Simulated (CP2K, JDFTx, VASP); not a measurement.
**Equation of state of Mo under r2SCAN**

Space group Im-3m (No. 229). a = 3.168 Å, b = 3.168 Å, c = 3.168 Å, α = 90.00°, β = 90.00°, γ = 90.00°
```
atom  site  symmetry       x       y       z
  Mo    2a      m-3m  0.0000  0.0000  0.0000
```

The cell was scaled at fixed shape and fractions and run with CP2K, POTENTIAL_UZH Mo GTH-SCAN-q14; TZVP-MOLOPT-SCAN-GTH basis; r2SCAN, k mesh 12 × 12 × 12 on the cell of 1 atom, fermi-dirac occupations of 0.0259 eV, no spin polarisation, no spin-orbit coupling. Energies are those that the program minimises, any entropy of the smearing included. For a metal such a mesh isn't converged to the digits shown.

```tsv
V (Å³/atom)	energy over the lowest row (meV/atom)
14.9381	39.25
15.2560	13.65
15.5738	1.02
15.8916	0.00
16.2095	9.39
16.5273	?
16.8451	55.36
```

Q: Fit the third-order Birch-Murnaghan form, give V0, B0 and B′, and predict the energy left open.

A: With y = (V0/V)^(2/3), E = E0 + (9 V0 B0/16) [(y - 1)³ B′ + (y - 1)² (6 - 4y)]. Least squares through the rows shown give V0 = 15.7611 Å³/atom, E0 = -0.91 meV, B0 = 272.2 GPa (1 eV/Å³ = 160.218 GPa) and B′ = 4.34, with a largest miss of 0.01 meV. At V = 16.5273 the form with these constants gives 28.17 meV; the run gave 28.15 meV an atom. Other set-ups at this level, from all their volumes (Å³/atom, GPa): JDFTx, SG15-PBE-1.2 (made for PBE): V0 15.575, B0 279.5; VASP, PBE PAW files Mo_sv, 520 eV (made for PBE): V0 15.691, B0 275.2. Measured volume: 15.59 Å³/atom (pmc:5456621, doi:10.3390/ma9100834), so the fit lies +1.1 % from it. The runs are for a static lattice.
